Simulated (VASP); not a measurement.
## BN: relaxation of shape and atoms at fixed volume with PBE+D3(BJ)

Crystal: BN.

```xyz
4
Lattice="2.5408 0.0000 0.0000 -1.2704 2.2004 0.0000 0.0000 0.0000 7.0803" Properties=species:S:1:pos:R:3 pbc="T T T"
B     0.0000    1.4669    1.7701
B     1.2704    0.7335    5.3102
N     0.0000    1.4669    5.3102
N     1.2704    0.7335    1.7701
```

| Property | Result |
| --- | --- |
| Program | VASP 6.6.1 |
| Task | relaxation of shape and atoms at fixed volume |
| Functional | PBE |
| Dispersion | D3(BJ) |
| Potentials or basis | VASP PAW PBE potentials, release 64 (B, N) |
| Cutoff | 600 eV |
| k mesh | 12 × 12 × 4 |
| Occupations | gaussian, width 0.02 eV |
| Spin | no spin polarisation |
| Dipole correction | no |
| Further INCAR settings | ALGO = Normal; EDIFF = 1e-06; IBRION = 2; EDIFFG = -0.01; NSW = 50; ISIF = 4 |

The energy gained by relaxing is 8.3 meV/atom and the ionic steps are 3. The pressure after relaxing is -1.7 GPa and the band gap on the k mesh is 4.39 eV, indirect (least direct gap 4.64 eV). The dispersion energy per atom is -0.126 eV.

Step by step:
```tsv
step	energy change (eV)	largest force (eV/Å)	pressure (GPa)	volume (Å³)
1	0.0000	0.0000	-9.04	39.58
2	-0.0330	0.0000	-1.97	39.58
3	-0.0330	0.0000	-1.69	39.58
```

Final structure:
```cif
data_structure
_symmetry_space_group_name_H-M 'P 1'
_symmetry_Int_Tables_number 1
_cell_length_a 2.5112
_cell_length_b 2.5112
_cell_length_c 7.2479
_cell_angle_alpha 90.000
_cell_angle_beta 90.000
_cell_angle_gamma 120.000
_cell_volume 39.58
loop_
_atom_site_label
_atom_site_type_symbol
_atom_site_fract_x
_atom_site_fract_y
_atom_site_fract_z
_atom_site_occupancy
B1 B 0.33333 0.66667 0.25000 1
B2 B 0.66667 0.33333 0.75000 1
N1 N 0.33333 0.66667 0.75000 1
N2 N 0.66667 0.33333 0.25000 1
```

Levels at points of the mesh, in eV from the valence-band top:
```csv
k point,band 5,band 6,band 7,band 8,band 9,band 10,band 11,band 12
"(0.00, 0.00, 0.00)",-1.34,-1.34,-1.33,-1.33,4.81,9.27,11.50,11.51
"(0.50, 0.00, 0.00)",-4.12,-4.10,-1.21,-0.60,4.39,5.31,9.41,9.90
"(0.00, 0.00, 0.50)",-1.34,-1.34,-1.34,-1.34,6.71,6.71,11.53,11.53
"(0.50, 0.00, 0.50)",-4.11,-4.11,-0.90,-0.90,4.74,4.74,9.77,9.77
```

Wall time 47 s on 1 thread of Intel(R) Xeon(R) Platinum 8259CL CPU @ 2.50GHz (Skylake/Cascade Lake), with other jobs on the host, peak memory 0.18 GiB.

A k mesh can miss the band edges.
